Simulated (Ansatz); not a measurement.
# TiS2: the cost of one run

Program: Ansatz 0.2.0. Level of theory: reference: DFT, HSE06, plane waves, PAW. These are calculated values, not measurements.

2 further runs of the same task are left out: 2 that didn't finish.

**1. The structure to begin with**

It takes space group P-3m1 (No. 164, trigonal). The conventional cell has a = 3.411 Å, b = 3.411 Å, c = 5.739 Å, α = 90.00°, β = 90.00°, γ = 120.00°. Around Ti (site symmetry -3m) lie 6 S at 2.42 Å. S (site symmetry 3m) is surrounded by 3 Ti at 2.42 Å.

Coordinates:

```
Ti S
1.0
     3.41060    0.00000    0.00000
    -1.70530    2.95367    0.00000
     0.00000    0.00000    5.73872
Ti S
1 2
Direct
  0.00000 0.00000 0.00000
  0.33333 0.66667 0.24491
  0.66667 0.33333 0.75509
```

**2. Reference**

input.yaml

```yaml
crystal:
  lattice:
    - [3.4106015318, 0.0, 0.0]
    - [-1.7053007659, 2.9536675687, 0.0]
    - [0.0, 0.0, 5.7387202085]
  atoms:
    - { symbol: Ti, position: [0.0, 0.0, 0.0] }
    - { symbol: S, position: [0.3333333333, 0.6666666667, 0.2449123212] }
    - { symbol: S, position: [0.6666666667, 0.3333333333, 0.7550876788] }
kpoints:
  mp_grid: { grid: [6, 6, 2] }
hamiltonian:
  xc: hse06
scf:
  occupations: { method: fermi_dirac, width: 0.02 }
  n_extra_bands: 4
output:
  forces: true
  stress: true
  eigenvalues: true
```

Command:

```
$ ansatz run input.yaml --threads 4 --pin off --max-ram 3686MiB --backend cpu --events-out ev --progress --plain --runs-dir out
```

**Question.** How long does this run take on 4 threads of Intel Xeon 6975P-C (Granite Rapids), shared host, and how much memory does it need?

About 11 s, with a peak of 1 GiB.
